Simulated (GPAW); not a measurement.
Here is a GPAW 26.7.0 calculation.

run.py

```python
from ase.dft.bandgap import bandgap
from ase.io import read, write
from ase.units import Bohr, GPa
from gpaw import GPAW, PW
from gpaw.elf import elf_from_dft_calculation

atoms = read('POSCAR')

calc = GPAW(mode=PW(800),
            xc='PBE',
            kpts={'size': (10, 10, 10), 'gamma': True},
            occupations={'name': 'methfessel-paxton', 'order': 0, 'width': 0.02},
            nbands=19,
            convergence={'density': 1e-05, 'energy': 1e-05},
            maxiter=150,
            txt='gpaw.txt')
atoms.calc = calc
energy = atoms.get_potential_energy()
forces = atoms.get_forces()
stress = atoms.get_stress()
calc.write('gs.gpw')
write('result.traj', atoms)
print(f'Energy: {energy:.6f} eV')
print('Forces (eV/A):')
print(forces.round(4))
print('Stress (GPa):', (stress / GPa).round(3))
print('Fermi level:', round(calc.get_fermi_level(), 4), 'eV')
print(f'Gap: {bandgap(calc)[0]:.4f} eV, direct: {bandgap(calc, direct=True)[0]:.4f} eV')

# fields on the real-space grid
write('density.cube', atoms, data=calc.get_pseudo_density() * Bohr**3)
write('potential.cube', atoms, data=calc.get_electrostatic_potential())
write('elf.cube', atoms, data=elf_from_dft_calculation(calc).data)
```

POSCAR

```
ZrN
1.0
    0.0000000000      2.3000000000      2.3000000000
    2.3000000000      0.0000000000      2.3000000000
    2.3000000000      2.3000000000      0.0000000000
Zr N
1 1
Direct
    0.5000000000      0.5000000000      0.5000000000
    0.0000000000      0.0000000000      0.0000000000
```

Potentials or basis: GPAW PAW data sets (gpaw-data 1.2.1), pw.

Launch:

```bash
$ OMP_NUM_THREADS=1 python run.py
```

Problem. Predict the band gap on the k mesh.

Solution. None (metal or under the smearing width).

Problem. Predict the pressure.

Solution. -2.8 GPa.
